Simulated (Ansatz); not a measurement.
**Convergence notes, G0W0 on TlBr (Pm-3m)**

TlBr (started from an entry of an open crystallographic database), relaxed with r2SCAN+rVV10; one-shot G0W0 in Ansatz without spin-orbit coupling. The values are computed, spin-unpolarised, and not measurements.

```yaml
crystal:
  lattice:
    - [3.94619, 0.00000, 0.00000]
    - [0.00000, 3.94619, 0.00000]
    - [0.00000, 0.00000, 3.94619]
  atoms:
    - { symbol: Tl, position: [0.00000, 0.00000, 0.00000] }
    - { symbol: Br, position: [0.50000, 0.50000, 0.50000] }
```

Gaps are read over the mesh points alone. G0W0 here is at a finite number of bands, screening cutoff and k mesh, not at the basis limit.
```json
{"start": "PBE", "potentials": "PAW", "frequency model": "contour deformation", "mesh": "4×4×4", "empty bands": "99", "screening cutoff (eV)": "80", "Kohn-Sham gap (eV)": "1.78", "G0W0 gap (eV)": "2.61", "rough cost": "13 core-seconds"}
{"start": "PBE", "potentials": "PAW", "frequency model": "contour deformation", "mesh": "4×4×4", "empty bands": "231", "screening cutoff (eV)": "140", "Kohn-Sham gap (eV)": "1.78", "G0W0 gap (eV)": "2.80", "rough cost": "50 core-seconds"}
{"start": "PBE", "potentials": "PAW", "frequency model": "contour deformation", "mesh": "4×4×4", "empty bands": "424", "screening cutoff (eV)": "210", "Kohn-Sham gap (eV)": "1.78", "G0W0 gap (eV)": "2.88", "rough cost": "3 core-minutes"}
{"start": "HSE06", "potentials": "PAW", "frequency model": "contour deformation", "mesh": "4×4×4", "empty bands": "231", "screening cutoff (eV)": "140", "Kohn-Sham gap (eV)": "2.46", "G0W0 gap (eV)": "3.20", "rough cost": "2.8 core-minutes"}
{"start": "LDA", "potentials": "PAW", "frequency model": "contour deformation", "mesh": "4×4×4", "empty bands": "231", "screening cutoff (eV)": "140", "Kohn-Sham gap (eV)": "1.59", "G0W0 gap (eV)": "2.72", "rough cost": "50 core-seconds"}
{"start": "r2SCAN", "potentials": "PAW", "frequency model": "contour deformation", "mesh": "4×4×4", "empty bands": "231", "screening cutoff (eV)": "140", "Kohn-Sham gap (eV)": "2.22", "G0W0 gap (eV)": "3.07", "rough cost": "60 core-seconds"}
{"start": "PBE", "potentials": "PAW", "frequency model": "Godby-Needs pole", "mesh": "4×4×4", "empty bands": "231", "screening cutoff (eV)": "140", "Kohn-Sham gap (eV)": "1.78", "G0W0 gap (eV)": "2.78", "rough cost": "60 core-seconds"}
{"start": "PBE", "potentials": "PAW", "frequency model": "contour deformation", "mesh": "6×6×6", "empty bands": "99", "screening cutoff (eV)": "80", "Kohn-Sham gap (eV)": "1.78", "G0W0 gap (eV)": "2.66", "rough cost": "70 core-seconds"}
{"start": "PBE", "potentials": "norm-conserving", "frequency model": "contour deformation", "mesh": "4×4×4", "empty bands": "231", "screening cutoff (eV)": "140", "Kohn-Sham gap (eV)": "1.79", "G0W0 gap (eV)": "2.73", "rough cost": "80 core-seconds"}
```

Over the mesh points the PBE gap of 1.78 eV becomes a quasiparticle gap of 2.88 eV (direct at X), a change of +1.10 eV. Renormalisation factors Z lie between 0.69 and 0.80.

Raising bands and cutoff together moves the gap by +0.19 eV (80 to 140 eV), then +0.08 eV (140 to 210 eV); the last step is still large, so the basis limit isn't reached. Starting from HSE06 (2.46 eV against PBE's 1.78 eV) gives 3.20 eV, +0.40 eV from G0W0@PBE at the same screening cutoff. Starting from LDA (1.59 eV against PBE's 1.78 eV) gives 2.72 eV, -0.08 eV from G0W0@PBE at the same screening cutoff. Starting from r2SCAN (2.22 eV against PBE's 1.78 eV) gives 3.07 eV, +0.27 eV from G0W0@PBE at the same screening cutoff. The Godby-Needs plasmon pole differs from contour deformation by -0.02 eV. A 6×6×6 mesh in place of 4×4×4 changes the opening over PBE by +0.04 eV (the gap on the mesh by +0.05 eV). Norm-conserving potentials (wave cutoff 820 eV against 420 eV) shift the quasiparticle gap by -0.07 eV and the PBE gap by +0.01 eV. r2SCAN runs take a wave cutoff of 500 eV.

With a shallow d shell on the cation, G0W0 converges slowly in bands and cutoff, so these values are in doubt.
